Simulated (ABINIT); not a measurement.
The system is SrO.

```
CELL_PARAMETERS angstrom
0.00000 2.56630 2.56630
2.56630 0.00000 2.56630
2.56630 2.56630 0.00000
ATOMIC_POSITIONS crystal
Sr 0.50000 0.50000 0.50000
O 0.00000 0.00000 0.00000
```

Base run:

```yaml
Program: ABINIT 10.8.3 (patched build)
Functional: SOGGA
Potentials_or_basis: JTH PAW PBE v2.0
Cutoff: 626 eV
k_mesh: 9 × 9 × 9
Occupations: fermi-dirac, width 0.05 eV
Spin: spin-orbit coupling, no magnetisation
```

Its results: band gap on the k mesh 3.19 eV, indirect (least direct gap 3.25 eV); pressure -1.2 GPa.

Problem. The run is repeated on the same cell with these changes: functional from SOGGA to AM05. What comes out?

Solution. Band gap on the k mesh 3.30 eV, indirect (least direct gap 3.37 eV); pressure 0.1 GPa.

Caveats: the PAW data sets were made with another functional, which shifts forces and pressure a little.

A k mesh can miss the band edges.
